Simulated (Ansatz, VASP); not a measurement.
## One calculation of CdTe, two programs

```
CELL_PARAMETERS angstrom
0.00000 2.71027 2.71027
2.71027 0.00000 2.71027
2.71027 2.71027 0.00000
ATOMIC_POSITIONS crystal
Cd 0.00000 0.00000 0.00000
Te 0.25000 0.25000 0.25000
```

Change from the starting cell: volume scaled by 0.55, LAPW.

Alike in both runs: task single point; functional PBE; k mesh 11 × 11 × 11; occupations fermi-dirac, width 0.08 eV; no spin polarisation.

|  | VASP | Ansatz |
| --- | --- | --- |
| version | VASP 6.6.1 | Ansatz 0.2.0 |
| potentials or method | VASP PAW PBE potentials, release 64 (Cd, Te), cutoff 520 eV | all-electron LAPW, scalar-relativistic |

Ansatz gave:

* pressure (GPa): 87.8

Task: What did VASP give for the same quantities?

Result: Pressure (GPa): 88.6.

Ansatz ran all-electron here, so the differences hold the error of VASP's frozen core and of both bases.

Caveats: the cell as given lies far from equilibrium; so large a pressure means that the cell lies far from this level's equilibrium, or that cutoff or potentials fall short (VASP). A k mesh can miss the band edges.
